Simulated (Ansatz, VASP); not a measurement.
CuI3: VASP beside Ansatz

```
Cu I
1.0
     5.07237    0.00000    0.00000
     0.00000    5.07237    0.00000
     0.00000    0.00000    5.07237
Cu I
1 3
Direct
  0.00000 0.00000 0.00000
  0.00000 0.50000 0.50000
  0.50000 0.00000 0.50000
  0.50000 0.50000 0.00000
```

Change from the starting cell: species swapped into the MnNi3 type (Pm-3m, No. 221).

Alike in both runs: functional PBE; k mesh 10 × 10 × 10; occupations gaussian, width 0.1 eV; no spin polarisation.

Ansatz relaxed the structure, and its values are those at the end. VASP's run is a single point on that final structure, the one shown.

|  | VASP | Ansatz |
| --- | --- | --- |
| version | VASP 6.6.1 | Ansatz 0.2.0 |
| potentials or method | VASP PAW PBE potentials, release 64 (Cu, I) | scalar-relativistic, plane waves, PAW |
| plane-wave cutoff (eV) | 520 | 420 |
| valence electrons in the cell | 32 | 70 |

Ansatz gave:

```
gap on the k mesh at the Fermi level (eV) : none
pressure (GPa)                            : 0.0
```

Q: What did VASP give for the same quantities?

A: gap on the k mesh at the Fermi level (eV): none; pressure (GPa): 0.1.

A gap of «none» marks a metal or a gap that the smearing closes. The two sets of potentials don't hold the same shells in valence.

Caveats: the run has no spin polarisation, though such a crystal can be magnetic; semilocal functionals often make such compounds metallic where correlation or magnetic order opens a gap, which also shifts bond lengths. The runs have no spin-orbit coupling, so splittings on I are missing.
